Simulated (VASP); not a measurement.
Wanted: the native input for a VASP 6.6.1 run.

```
Task                               : single point
Functional                         : HSE(alpha, omega)
Potentials or basis                : VASP PAW PBE potentials, release 64 (B)
Cutoff                             : 520 eV
k mesh                             : 7 × 7 × 7
Occupations                        : fermi-dirac, width 0.05 eV
Spin                               : no spin polarisation
Screening parameter                : 0.1
Grid for exact exchange (PRECFOCK) : Fast
Further INCAR settings             : ALGO = Normal; EDIFF = 1e-07
```

B:

```xyz
1
Lattice="1.8852 0.0000 0.0000 0.0000 1.8852 0.0000 0.0000 0.0000 1.8852" Properties=species:S:1:pos:R:3 pbc="T T T"
B     0.9426    0.9426    0.9426
```

The cell was built by a generator and needn't be a form met in nature.

These files were run (other wordings do the same):

POSCAR

```
B
1.0
    1.8852400000      0.0000000000      0.0000000000
    0.0000000000      1.8852400000      0.0000000000
    0.0000000000      0.0000000000      1.8852400000
B
1
Direct
    0.5000000000      0.5000000000      0.5000000000
```

INCAR.step1

```
PREC = Accurate
ENCUT = 520
EDIFF = 1E-5
ISMEAR = -1
SIGMA = 0.05
LREAL = F
LASPH = T
NELM = 100
ALGO = Normal
ISIF = 2
LWAVE = T
LCHARG = F
GGA = PE
```

INCAR.step2

```
PREC = Accurate
ENCUT = 520
EDIFF = 1E-7
ISMEAR = -1
SIGMA = 0.05
LREAL = F
LASPH = T
NELM = 100
ALGO = Normal
ISIF = 2
LWAVE = F
LCHARG = F
GGA = PE
LHFCALC = T
HFSCREEN = 0.1
AEXX = 0.25
PRECFOCK = Fast
ISTART = 1
```

KPOINTS

```
regular mesh
0
Gamma
  7 7 7
```

Potentials or basis: VASP PAW PBE potentials, release 64 (B).

Command:

```bash
$ cat potpaw_PBE.64/B/POTCAR > POTCAR
$ cp INCAR.step1 INCAR
$ mpirun -np 1 vasp_std > vasp.out
$ cp INCAR.step2 INCAR
$ mpirun -np 1 vasp_std > vasp.out
```

It gave:

```yaml
Pressure: -5.0 GPa
Band_gap_on_the_k_mesh: none (metal or under the smearing width)
```

Caveat: the k mesh is coarse (spacing up to 0.48 Å⁻¹), so the values aren't converged, least of all with exact exchange; the PAW data sets were made with another functional, which shifts forces and pressure a little.

It took 17 s on 1 thread of Intel(R) Xeon(R) Platinum 8488C (Sapphire Rapids), on a shared host, peak memory 0.19 GiB.
